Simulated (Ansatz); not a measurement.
BaTiO3:

```
Ba Ti O
1.0
     3.99980    0.00000    0.00000
     0.00000    3.99980    0.00000
     0.00000    0.00000    4.01800
Ba Ti O
1 1 3
Direct
  0.00000 0.00000 0.00000
  0.50000 0.50000 0.49000
  0.00000 0.50000 0.51700
  0.50000 0.00000 0.51700
  0.50000 0.50000 0.01900
```

```yaml
Program: Ansatz 0.2.0
Task: relaxation of cell and atoms
Functional: PBE
Dispersion: D4
Potentials_or_basis: Ansatz PAW
Cutoff: "420 eV (not typed: the program's choice for these potentials)"
k_mesh: 7 × 7 × 7
Occupations: fermi-dirac, width 0.05 eV
Spin: no spin polarisation
```

At the start: volume 12.86 Å³/atom.

How do energy, volume and symmetry change on relaxing?

It ends after 12 steps and the volume is 13.01 Å³/atom (+1.2 %); space group P4mm (No. 99, to 0.05 Å).

Step by step:
```csv
step,energy change (eV),largest force (eV/Å),volume (Å³)
1,0.0000,0.3304,64.28
2,-0.0042,0.2083,64.23
3,-0.0060,0.2153,64.21
4,-0.0137,0.1207,64.59
5,-0.0144,0.0357,64.91
6,-0.0149,0.0484,64.78
7,-0.0148,0.0013,64.90
8,-0.0180,0.0014,64.90
9,-0.0176,0.0281,65.06
10,-0.0177,0.0173,65.02
11,-0.0177,0.0025,65.03
12,-0.0182,0.0025,65.03
```

Final structure:
```yaml
crystal:
  lattice:
    - [3.97301, 0.00000, 0.00000]
    - [0.00000, 3.97301, 0.00000]
    - [0.00000, 0.00000, 4.11979]
  atoms:
    - { symbol: Ba, position: [0.00000, 0.00000, 0.99379] }
    - { symbol: Ti, position: [0.50000, 0.50000, 0.47711] }
    - { symbol: O, position: [0.00000, 0.50000, 0.51894] }
    - { symbol: O, position: [0.50000, 0.00000, 0.51894] }
    - { symbol: O, position: [0.50000, 0.50000, 0.03422] }
```

Caveat: the plane-wave basis is chosen anew once the cell has moved, so the energies of steps on either side of that aren't comparable; the pressure holds a Pulay correction of +0.5 GPa for the finite cutoff.
